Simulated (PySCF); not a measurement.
# TePb (Fm-3m) in PySCF: notebook

The runs below take TePb through single point, equation of state, with LDA.

Everything below comes from runs of PySCF 2.14.0. Logs are shortened: lines on timing, memory, paths and dates and some standing lists are left out, and cuts for length are marked.

**1. The crystal as given**

It takes space group Fm-3m (No. 225, cubic). The conventional cell has a = 6.462 Å, b = 6.462 Å, c = 6.462 Å, α = 90.00°, β = 90.00°, γ = 90.00°. Pb (site symmetry m-3m) is surrounded by 6 Te at 3.23 Å. Te (site symmetry m-3m) has 6 Pb at 3.23 Å as nearest neighbours.

**2. Single point, LDA, 31.71 Å³/atom (volume scaled by 0.94)**

The input, run.py:

```python
import json
import numpy as np
from pyscf.pbc import gto, scf, dft, df

cell = gto.Cell()
cell.a = '''
  0.0000000000    3.1650427173    3.1650427173
  3.1650427173    0.0000000000    3.1650427173
  3.1650427173    3.1650427173    0.0000000000'''
cell.atom = '''
Pb   0.0000000000    0.0000000000    0.0000000000
Te   3.1650427173    3.1650427173    3.1650427173'''
cell.unit = 'A'
cell.basis = {'Pb': 'DZVP-MOLOPT-SR-GTH-q4', 'Te': 'DZVP-MOLOPT-SR-GTH-q6'}
cell.pseudo = {'Pb': 'GTH-PBE-q4', 'Te': 'GTH-PBE-q6'}
cell.ke_cutoff = 58  # hartree
cell.exp_to_discard = 0.02
cell.precision = 1e-08
cell.space_group_symmetry = True
cell.symmorphic = False
cell.max_memory = 5880  # MB
cell.verbose = 4
cell.build()

res = {}
kpts = cell.make_kpts([5, 5, 5], space_group_symmetry=True, time_reversal_symmetry=True)
cell.space_group_symmetry = False  # the mesh holds the operations; no search on the supercells of the integral code
mf = dft.KRKS(cell, kpts, xc='LDA_X,LDA_C_PW')
mf = mf.multigrid_numint()
mf = mf.smearing(sigma=0.00183747, method='fermi')  # hartree
mf.conv_tol = 1e-07
mf.max_cycle = 60

mf.kernel()
res.update(converged=bool(mf.converged), e_tot=mf.e_tot, nelec=cell.nelectron, nao=cell.nao, mesh=list(map(int, cell.mesh)), a=cell.lattice_vectors().tolist(), coords=cell.atom_coords().tolist(),
           mo_energy=[np.real(x).tolist() for x in mf.mo_energy], mo_occ=[np.real(x).tolist() for x in mf.mo_occ])
res.update(e_free=mf.e_free, e_zero=mf.e_zero)
res.update(kpts=kpts.kpts_scaled_ibz.tolist(), weights=kpts.weights_ibz.tolist())
res['parts'] = {k: float(np.real(v)) for k, v in mf.scf_summary.items() if np.isscalar(v)}
json.dump(res, open('results.json', 'w'))
if not mf.converged:
    raise SystemExit('SCF not converged')

print('levels (eV)')
for i, kp in enumerate(res['kpts'][:40]):
    print('k %7.4f %7.4f %7.4f  ' % tuple(kp), ' '.join('%.3f' % (x * 27.211386) for x in res['mo_energy'][i][:10]))

mf = mf.to_khf()  # unfold to the whole mesh
kpts = mf.kpts
# Mulliken populations
dm, s = np.asarray(mf.make_rdm1()), np.asarray(mf.get_ovlp())
sites = cell.aoslice_by_atom()[:, 2:]
tot = np.einsum('kij,kji->i', dm, s).real / len(kpts)
res['mulliken'] = [cell.atom_charge(i) - tot[a0:a1].sum() for i, (a0, a1) in enumerate(sites)]
print('Mulliken charges', np.round(res['mulliken'], 5))
res['done'] = True
json.dump(res, open('results.json', 'w'))
```

Potentials or basis: DZVP-MOLOPT-SR/GTH-PBE (potentials made for PBE).

On the command line:

```sh
> OMP_NUM_THREADS=4 python -u run.py > log
```

What it wrote:

```text
Discarded 0 diffused primitive functions, 0 contracted functions

PySCF version 2.14.0

[INPUT] verbose = 4
[INPUT] num. atoms = 2
[INPUT] num. electrons = 10
[INPUT] charge = 0
[INPUT] spin (= nelec alpha-beta = 2S) = 0
[INPUT] symmetry False subgroup None
[INPUT] Mole.unit = A
[INPUT] Symbol           X                Y                Z      unit          X                Y                Z       unit  Magmom
[INPUT]  1 Pb     0.000000000000   0.000000000000   0.000000000000 AA    0.000000000000   0.000000000000   0.000000000000 Bohr   0.0
[INPUT]  2 Te     3.165042717300   3.165042717300   3.165042717300 AA    5.981063908246   5.981063908246   5.981063908246 Bohr   0.0

nuclear repulsion = -12.1516844990476
number of shells = 6
number of NR pGTOs = 90
number of NR cGTOs = 26
basis = {'Pb': 'DZVP-MOLOPT-SR-GTH-q4', 'Te': 'DZVP-MOLOPT-SR-GTH-q6'}
ecp = {}
lattice vectors  a1 [0.000000000, 5.981063908, 5.981063908]
                 a2 [5.981063908, 0.000000000, 5.981063908]
                 a3 [5.981063908, 5.981063908, 0.000000000]
dimension = 3
low_dim_ft_type = None
Cell volume = 427.923
exp_to_discard = 0.02
rcut = 29.603194992174124 (nimgs = [5 5 5])
precision = 1e-08
pseudo = {'Pb': 'GTH-PBE-q4', 'Te': 'GTH-PBE-q6'}
ke_cutoff = 58
    = [31 31 31] mesh (29791 PWs)
[Cell] Point group symbol:  m-3m
time reversal: False
k-points in IBZ                         weights
  0:  0.000000,  0.000000,  0.000000    1/125
  1:  0.600000,  0.600000,  0.000000    6/125
  2:  0.600000,  0.600000,  0.600000    8/125
  3:  0.800000,  0.400000,  0.400000    12/125
  4:  0.800000,  0.600000,  0.400000    24/125
  5:  0.800000,  0.800000,  0.000000    6/125
  6:  0.800000,  0.800000,  0.200000    24/125
  7:  0.800000,  0.800000,  0.400000    24/125
  8:  0.800000,  0.800000,  0.600000    12/125
  9:  0.800000,  0.800000,  0.800000    8/125

******** <class 'pyscf.pbc.scf.smearing.SmearingKsymAdaptedKRKS'> ********
method = SmearingKsymAdaptedKRKS
initial guess = minao
damping factor = 0
level_shift factor = 0
DIIS = <class 'pyscf.scf.diis.CDIIS'>
diis_start_cycle = 1
diis_space = 8
diis_damp = 0
SCF conv_tol = 1e-07
SCF conv_tol_grad = None
SCF max_cycles = 60
direct_scf = True
direct_scf_tol = 1e-13

******** PBC SCF flags ********
N kpts (BZ) = 125
N kpts (IBZ) = 10
Exchange divergence treatment (exxdiv) = ewald
    madelung (= occupied orbital energy shift) = 0.07665629634541585
    Total energy shift due to Ewald probe charge = -1/2 * Nelec*madelung = -0.383281481727
DF object = <pyscf.pbc.df.fft.FFTDF object>
XC functionals = LDA_X,LDA_C_PW
small_rho_cutoff = 0
Uniform grid, mesh = [31 31 31]
Set gradient conv threshold to 0.000316228
nelec by numeric integration = 10.0
init E= -11.6367405910541
    sigma = 0.00183747  Optimized mu = 0.234497247677  entropy = 7.60857192722e-05
nelec by numeric integration = 10.000000000000009
    Total E(T) = -11.7379784560263  Free energy = -11.7379785958315  E0 = -11.7379785259289
cycle= 1 E= -11.7379784560263  delta_E= -0.101  |g|= 0.134  |ddm|= 7.69
    sigma = 0.00183747  Optimized mu = 0.228286438105  entropy = 0.000111138685382
nelec by numeric integration = 10.000000000000005
    Total E(T) = -11.7385028799458  Free energy = -11.7385030841598  E0 = -11.7385029820528
cycle= 2 E= -11.7385028799458  delta_E= -0.000524  |g|= 0.101  |ddm|= 0.935
    sigma = 0.00183747  Optimized mu = 0.227011203234  entropy = 6.08167890945e-05
nelec by numeric integration = 10.000000000000007
    Total E(T) = -11.7392812814752  Free energy = -11.7392813932242  E0 = -11.7392813373497
cycle= 3 E= -11.7392812814752  delta_E= -0.000778  |g|= 0.0228  |ddm|= 0.468
    sigma = 0.00183747  Optimized mu = 0.227736624924  entropy = 6.99634712546e-05
nelec by numeric integration = 10.00000000000001
    Total E(T) = -11.7393285867624  Free energy = -11.7393287153182  E0 = -11.7393286510403
cycle= 4 E= -11.7393285867624  delta_E= -4.73e-05  |g|= 0.000181  |ddm|= 0.0967
    sigma = 0.00183747  Optimized mu = 0.227734290372  entropy = 7.00188013976e-05
nelec by numeric integration = 10.00000000000001
    Total E(T) = -11.7393285893044  Free energy = -11.7393287179619  E0 = -11.7393286536332
cycle= 5 E= -11.7393285893044  delta_E= -2.54e-09  |g|= 1.58e-07  |ddm|= 0.000671
    sigma = 0.00183747  Optimized mu = 0.227734283741  entropy = 7.00187849482e-05
nelec by numeric integration = 10.000000000000014
    Total E(T) = -11.7393285893044  Free energy = -11.7393287179619  E0 = -11.7393286536332
Extra cycle  E= -11.7393285893044  delta_E= -1.78e-14  |g|= 5.47e-08  |ddm|= 6.55e-07
converged SCF energy = -11.7393285893044
levels (eV)
k  0.0000  0.0000  0.0000   -6.698 0.457 4.283 4.283 4.283 10.117 10.117 10.117 11.472 11.472
k  0.6000  0.6000  0.0000   -5.142 -1.545 1.419 2.738 2.738 8.805 11.465 11.465 11.841 15.937
k  0.6000  0.6000  0.6000   -5.392 -2.678 4.591 4.591 5.602 6.733 7.086 7.086 14.234 15.248
k  0.8000  0.4000  0.4000   -4.785 -2.155 0.956 2.947 3.162 9.532 10.240 10.824 12.483 16.739
k  0.8000  0.6000  0.4000   -4.869 -2.386 1.898 1.904 4.979 7.643 10.593 10.981 12.416 14.365
k  0.8000  0.8000  0.0000   -6.226 -0.720 3.592 3.592 5.057 7.629 10.093 10.334 10.334 13.963
k  0.8000  0.8000  0.2000   -5.486 -1.983 3.192 3.415 3.796 8.762 9.368 9.492 10.780 16.331
k  0.8000  0.8000  0.4000   -4.956 -2.828 2.386 3.982 4.475 7.906 7.924 10.191 13.489 14.786
k  0.8000  0.8000  0.6000   -5.773 -1.761 2.807 4.815 5.624 6.976 7.219 10.313 12.714 12.854
k  0.8000  0.8000  0.8000   -6.341 -0.763 4.353 4.353 4.889 8.415 8.621 8.621 12.115 12.456
Mulliken charges [ 0.19626 -0.19626]
```

Run time: 12 s. Hardware: 4 threads of Intel Xeon 6975P-C (Granite Rapids), shared host; peak memory 1.6 GiB.

Results:

| Item | Value |
| --- | --- |
| Free energy | -319.4434 eV |
| Mulliken charges | Pb +0.20; Te -0.20 e |

Caveat: Mulliken charges move with the basis; this odd mesh misses L, where the gap lies, so gap, dielectric constants and Born charges aren't listed; the potentials were made for another functional, which shifts forces and pressure; the basis of atomic orbitals isn't converged, which shifts pressures, moduli and gaps.

**3. Single point, LDA, 32.38 Å³/atom (volume scaled by 0.96)**

Edit run.py of step 2 so:

```diff
@@ -6,8 +6,8 @@
 cell.a = '''
-  0.0000000000    3.1650427173    3.1650427173
-  3.1650427173    0.0000000000    3.1650427173
-  3.1650427173    3.1650427173    0.0000000000'''
+  0.0000000000    3.1873324849    3.1873324849
+  3.1873324849    0.0000000000    3.1873324849
+  3.1873324849    3.1873324849    0.0000000000'''
 cell.atom = '''
 Pb   0.0000000000    0.0000000000    0.0000000000
-Te   3.1650427173    3.1650427173    3.1650427173'''
+Te   3.1873324849    3.1873324849    3.1873324849'''
 cell.unit = 'A'
```

Potentials or basis: DZVP-MOLOPT-SR/GTH-PBE (potentials made for PBE).

On the command line:

```sh
> OMP_NUM_THREADS=4 python -u run.py > log
```

Wall time 12 s (4 threads of Intel Xeon 6975P-C (Granite Rapids), shared host); peak memory 1.6 GiB.

Results (log left out):

- Free energy: -319.4754 eV
- Mulliken charges: Pb +0.21; Te -0.21 e

Caveat: Mulliken charges move with the basis; this odd mesh misses L, where the gap lies, so gap, dielectric constants and Born charges aren't listed; the potentials were made for another functional, which shifts forces and pressure; the basis of atomic orbitals isn't converged, which shifts pressures, moduli and gaps.

**4. Single point, LDA, 33.05 Å³/atom (volume scaled by 0.98)**

Edit run.py of step 3 so:

```diff
@@ -6,8 +6,8 @@
 cell.a = '''
-  0.0000000000    3.1873324849    3.1873324849
-  3.1873324849    0.0000000000    3.1873324849
-  3.1873324849    3.1873324849    0.0000000000'''
+  0.0000000000    3.2093147829    3.2093147829
+  3.2093147829    0.0000000000    3.2093147829
+  3.2093147829    3.2093147829    0.0000000000'''
 cell.atom = '''
 Pb   0.0000000000    0.0000000000    0.0000000000
-Te   3.1873324849    3.1873324849    3.1873324849'''
+Te   3.2093147829    3.2093147829    3.2093147829'''
 cell.unit = 'A'
```

On the command line:

```sh
> OMP_NUM_THREADS=4 python -u run.py > log
```

It took 12 s on 4 threads of Intel Xeon 6975P-C (Granite Rapids), shared host; peak memory 1.6 GiB.

It converged, with:

```
Free energy      : -319.4975 eV
Mulliken charges : Pb +0.22; Te -0.22 e
```

Caveat: Mulliken charges move with the basis; this odd mesh misses L, where the gap lies, so gap, dielectric constants and Born charges aren't listed; the potentials were made for another functional, which shifts forces and pressure; the basis of atomic orbitals isn't converged, which shifts pressures, moduli and gaps.

**5. Single point, LDA, 33.73 Å³/atom**

Edit run.py of step 4 so:

```diff
@@ -6,8 +6,8 @@
 cell.a = '''
-  0.0000000000    3.2093147829    3.2093147829
-  3.2093147829    0.0000000000    3.2093147829
-  3.2093147829    3.2093147829    0.0000000000'''
+  0.0000000000    3.2310000000    3.2310000000
+  3.2310000000    0.0000000000    3.2310000000
+  3.2310000000    3.2310000000    0.0000000000'''
 cell.atom = '''
 Pb   0.0000000000    0.0000000000    0.0000000000
-Te   3.2093147829    3.2093147829    3.2093147829'''
+Te   3.2310000000    3.2310000000    3.2310000000'''
 cell.unit = 'A'
```

On the command line:

```sh
> OMP_NUM_THREADS=4 python -u run.py > log
```

It took 12 s on 4 threads of Intel Xeon 6975P-C (Granite Rapids), shared host; peak memory 1.6 GiB.

The run converged. Its results:

```
Free energy      : -319.5106 eV
Mulliken charges : Pb +0.23; Te -0.23 e
```

Caveat: Mulliken charges move with the basis; this odd mesh misses L, where the gap lies, so gap, dielectric constants and Born charges aren't listed; the potentials were made for another functional, which shifts forces and pressure; the basis of atomic orbitals isn't converged, which shifts pressures, moduli and gaps.

**6. Single point, LDA, 34.40 Å³/atom (volume scaled by 1.02)**

Edit run.py of step 5 so:

```diff
@@ -6,8 +6,8 @@
 cell.a = '''
-  0.0000000000    3.2310000000    3.2310000000
-  3.2310000000    0.0000000000    3.2310000000
-  3.2310000000    3.2310000000    0.0000000000'''
+  0.0000000000    3.2523979746    3.2523979746
+  3.2523979746    0.0000000000    3.2523979746
+  3.2523979746    3.2523979746    0.0000000000'''
 cell.atom = '''
 Pb   0.0000000000    0.0000000000    0.0000000000
-Te   3.2310000000    3.2310000000    3.2310000000'''
+Te   3.2523979746    3.2523979746    3.2523979746'''
 cell.unit = 'A'
```

Potentials or basis: DZVP-MOLOPT-SR/GTH-PBE (potentials made for PBE).

On the command line:

```sh
> OMP_NUM_THREADS=4 python -u run.py > log
```

Wall time 11 s (4 threads of Intel Xeon 6975P-C (Granite Rapids), shared host); peak memory 1.6 GiB.

The run converged. Its results:

```yaml
Free_energy: -319.5156 eV
Mulliken_charges: Pb +0.24; Te -0.24 e
```

Caveat: Mulliken charges move with the basis; this odd mesh misses L, where the gap lies, so gap, dielectric constants and Born charges aren't listed; the potentials were made for another functional, which shifts forces and pressure; the basis of atomic orbitals isn't converged, which shifts pressures, moduli and gaps.

**7. Single point, LDA, 35.08 Å³/atom (volume scaled by 1.04)**

Edit run.py of step 6 so:

```diff
@@ -6,8 +6,8 @@
 cell.a = '''
-  0.0000000000    3.2523979746    3.2523979746
-  3.2523979746    0.0000000000    3.2523979746
-  3.2523979746    3.2523979746    0.0000000000'''
+  0.0000000000    3.2735180337    3.2735180337
+  3.2735180337    0.0000000000    3.2735180337
+  3.2735180337    3.2735180337    0.0000000000'''
 cell.atom = '''
 Pb   0.0000000000    0.0000000000    0.0000000000
-Te   3.2523979746    3.2523979746    3.2523979746'''
+Te   3.2735180337    3.2735180337    3.2735180337'''
 cell.unit = 'A'
```

On the command line:

```sh
> OMP_NUM_THREADS=4 python -u run.py > log
```

Run time: 11 s. Hardware: 4 threads of Intel Xeon 6975P-C (Granite Rapids), shared host; peak memory 1.6 GiB.

The run converged. Its results:

| Property | Result |
| --- | --- |
| Free energy | -319.5135 eV |
| Mulliken charges | Pb +0.25; Te -0.25 e |

Caveat: Mulliken charges move with the basis; this odd mesh misses L, where the gap lies, so gap, dielectric constants and Born charges aren't listed; the potentials were made for another functional, which shifts forces and pressure; the basis of atomic orbitals isn't converged, which shifts pressures, moduli and gaps.

**8. Single point, LDA, 35.75 Å³/atom (volume scaled by 1.06)**

Edit run.py of step 7 so:

```diff
@@ -6,8 +6,8 @@
 cell.a = '''
-  0.0000000000    3.2735180337    3.2735180337
-  3.2735180337    0.0000000000    3.2735180337
-  3.2735180337    3.2735180337    0.0000000000'''
+  0.0000000000    3.2943690292    3.2943690292
+  3.2943690292    0.0000000000    3.2943690292
+  3.2943690292    3.2943690292    0.0000000000'''
 cell.atom = '''
 Pb   0.0000000000    0.0000000000    0.0000000000
-Te   3.2735180337    3.2735180337    3.2735180337'''
+Te   3.2943690292    3.2943690292    3.2943690292'''
 cell.unit = 'A'
```

On the command line:

```sh
> OMP_NUM_THREADS=4 python -u run.py > log
```

It took 60 s on 4 threads of Intel Xeon 6975P-C (Granite Rapids), shared host; peak memory 1.6 GiB.

Results (log left out):

| Item | Value |
| --- | --- |
| Free energy | -319.5048 eV |
| Mulliken charges | Pb +0.26; Te -0.26 e |

Caveat: Mulliken charges move with the basis; this odd mesh misses L, where the gap lies, so gap, dielectric constants and Born charges aren't listed; the potentials were made for another functional, which shifts forces and pressure; the basis of atomic orbitals isn't converged, which shifts pressures, moduli and gaps.

**9. Equation of state, LDA**

Potentials or basis: DZVP-MOLOPT-SR/GTH-PBE (potentials made for PBE).

No new run: the results of the series are fitted here.

What came out:

```
Equilibrium volume                      : 34.53 Å³/atom
Bulk modulus                            : 43 GPa
Pressure derivative of the bulk modulus : 4.4
```

Energy against volume, from the lowest point:
```
volume (Å³/atom)  energy (meV/atom)
          31.706              36.12
          32.380              20.11
          33.055               9.08
          33.730               2.53
          34.404               0.00
          35.079               1.09
          35.753               5.42
```

Caveat: this odd mesh misses L, where the gap lies, so gap, dielectric constants and Born charges aren't listed; the potentials were made for another functional, which shifts forces and pressure; the basis of atomic orbitals isn't converged, which shifts pressures, moduli and gaps.
